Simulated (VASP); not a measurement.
**TiSi2: relaxation of cell and atoms with RPBE**

The system is TiSi2.

```xyz
6
Lattice="0.0000 4.1175 4.2629 2.3895 0.0000 4.2629 2.3895 4.1175 0.0000" Properties=species:S:1:pos:R:3 pbc="T T T"
Ti    3.5843    6.1763    6.3943
Ti    2.3895    4.1175    4.2629
Si    1.1948    3.3975    2.1314
Si    1.1948    0.7200    2.1314
Si    2.3895    1.3387    4.2629
Si    2.3895    6.8963    4.2629
```

The cell is a database's computed one.

```
Program                : VASP 6.6.1
Task                   : relaxation of cell and atoms
Functional             : RPBE
Potentials or basis    : VASP PAW PBE potentials, release 64 (Ti_sv, Si)
Cutoff                 : 600 eV
k mesh                 : 5 × 5 × 5
Occupations            : fermi-dirac, width 0.05 eV
Spin                   : no spin polarisation
Further INCAR settings : ALGO = Normal; EDIFF = 1e-06; IBRION = 2; EDIFFG = -0.01; NSW = 60; ISIF = 3
```

The relaxed volume is 14.40 Å³/atom, the relaxed cell is a = 5.993 Å, b = 4.948 Å, c = 4.798 Å, α = 75.87°, β = 53.20°, γ = 50.93° and the space group after relaxing (to 0.05 Å) is Fddd (No. 70). The energy gained by relaxing is 6.3 meV/atom. The ionic steps are 10, the pressure after relaxing is 0.0 GPa and the band gap on the k mesh is none (metal or under the smearing width).

Stress tensor (GPa, compression positive):
```
0.01 0.00 0.00
0.00 0.10 0.00
0.00 0.00 0.02
```

The path:
| step | energy change (eV) | largest force (eV/Å) | pressure (GPa) | volume (Å³) |
| --- | --- | --- | --- | --- |
| 1 | 0.0000 | 0.0525 | 4.41 | 83.88 |
| 2 | -0.0070 | 0.0842 | -3.54 | 88.64 |
| 3 | -0.0357 | 0.0692 | 0.00 | 86.34 |
| 4 | -0.0357 | 0.0689 | 0.08 | 86.29 |
| 5 | -0.0365 | 0.0530 | 0.06 | 86.34 |
| 6 | -0.0370 | 0.0335 | 0.01 | 86.40 |
| 7 | -0.0375 | 0.0125 | -0.08 | 86.44 |
| 8 | -0.0376 | 0.0065 | -0.11 | 86.45 |
| 9 | -0.0376 | 0.0032 | 0.10 | 86.32 |
| 10 | -0.0376 | 0.0010 | 0.04 | 86.38 |

Final structure:
```
Ti Si
1.0
     0.00000    4.14999    4.32327
     2.40723    0.00000    4.32327
     2.40723    4.14999    0.00000
Ti Si
2 4
Direct
  0.75000 0.75000 0.75000
  0.50000 0.50000 0.50000
  0.41092 0.08908 0.41092
  0.08908 0.41092 0.08908
  0.16092 0.83908 0.16092
  0.83908 0.16092 0.83908
```

Levels at points of the mesh, in eV from the Fermi level:
```csv
k point,band 17,band 18,band 19,band 20,band 21,band 22,band 23,band 24
"(0.00, 0.00, 0.00)",-2.19,-2.00,-1.70,-1.21,-0.83,2.08,3.10,3.23
```

It took 4.1 min on 1 thread of Intel(R) Xeon(R) 6975P-C (Granite Rapids), with other jobs on the host, peak memory 0.3 GiB.

Caveat: the PAW data sets were made with another functional, which shifts forces and pressure a little.
